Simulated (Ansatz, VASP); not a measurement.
## One calculation of Be, two programs

```
Be
1.0
     3.53461    0.00000    0.00000
    -1.76731    3.06106    0.00000
     0.00000    0.00000    2.16201
Be
3
Direct
  0.33335 0.00000 0.33333
  0.00000 0.33335 0.66667
  0.66665 0.66665 0.00000
```

Alike in both runs: functional r2SCAN; k mesh 6 × 6 × 6; occupations gaussian, width 0.1 eV; no spin polarisation.

Ansatz relaxed the structure, and its values are those at the end. VASP's run is a single point on that final structure, the one shown.

|  | VASP | Ansatz |
| --- | --- | --- |
| version | VASP 6.6.1 | Ansatz 0.2.0 |
| potentials or method | VASP PAW PBE potentials, release 64 (Be) | scalar-relativistic, plane waves, PAW |
| plane-wave cutoff (eV) | 520 | 500 |
| valence electrons in the cell | 6 | 6 |

Ansatz gave:

```
gap on the k mesh at the Fermi level (eV) : none
pressure (GPa)                            : 0.1
```

What did VASP give for the same quantities?

gap on the k mesh at the Fermi level (eV): none; pressure (GPa): 0.2.

A gap of «none» marks a metal or a gap that the smearing closes.

Caveats: the k mesh is coarse (spacing up to 0.48 Å⁻¹), so the values aren't converged; the PAW data sets were made with another functional, which shifts forces and pressure a little (VASP).
